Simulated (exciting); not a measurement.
# B: optical spectrum with LDA-VWN

B:

```xyz
1
Lattice="1.8852 0.0000 0.0000 0.0000 1.8852 0.0000 0.0000 0.0000 1.8852" Properties=species:S:1:pos:R:3 pbc="T T T"
B     0.9426    0.9426    0.9426
```

The cell was built by a generator and needn't be a form met in nature.

* Program: exciting (release sodium)
* Task: optical spectrum
* Functional: LDA-VWN
* Potentials or basis: all-electron LAPW+lo, shipped species files, valence relativity iora*
* rgkmax: 6
* k mesh: 14 × 14 × 14, shifted
* Occupations: gaussian, width 0.1 eV
* Spin: no spin polarisation
* outputlevel: normal
* Top of the spectrum (Ha): 0.8 Ha
* Broadening (Ha): 0.01 Ha
* gmaxvr (cutoff of density and potential): 14 1/bohr
* lmaxapw (and lmaxmat): 10
* lmaxvr: 8
* nempty: 22
* Valence relativity: iora*
* epsengy: 1e-05 Ha
* epspot: 1e-05 Ha
* maxscl: 60
* Muffin-tin radii: B 1.45 bohr

- All electrons inside the program's atomic spheres: B 3.17 (radii B 1.45 bohr)
- Density of states at the Fermi level: 0.38 states/eV per cell

Levels at points of the mesh, in eV from the Fermi level:
| k point | band 1 | band 2 | band 3 | band 4 | band 5 |
| --- | --- | --- | --- | --- | --- |
| (0.04, 0.04, 0.04) | -15.57 | 12.78 | 12.78 | 13.36 | 24.94 |

Dielectric function (mean over the directions given):
| energy (eV) | real part | imaginary part |
| --- | --- | --- |
| 0.33 | 4.38 | 0.02 |
| 1.31 | 4.49 | 0.10 |
| 2.29 | 4.69 | 0.13 |
| 3.37 | 5.41 | 0.27 |
| 4.35 | 7.01 | 1.02 |
| 5.44 | 4.86 | 6.03 |
| 6.42 | 4.05 | 8.82 |
| 7.51 | 0.00 | 6.39 |
| 8.49 | -0.98 | 1.71 |
| 9.58 | 0.87 | 1.36 |
| 10.56 | 1.79 | 3.26 |
| 11.65 | -0.23 | 2.36 |
| 12.63 | 1.27 | 1.64 |
| 13.71 | -0.29 | 1.65 |
| 14.69 | 0.07 | 2.04 |
| 15.78 | 0.18 | 0.96 |
| 16.76 | -0.09 | 1.74 |
| 17.85 | 0.18 | 0.63 |
| 18.83 | 0.36 | 0.87 |
| 19.92 | 0.25 | 0.53 |

It took 11 s on 1 thread of AMD EPYC 7R13 Processor (Zen 3), on a shared host, peak memory 0.24 GiB.

Caveat: the log's total energy holds no entropy term; the free energy is that total less TS from the occupations; the intraband (Drude) term of the metal is left out; spectra need much finer meshes, so this one isn't converged; independent-particle spectra lack excitons.
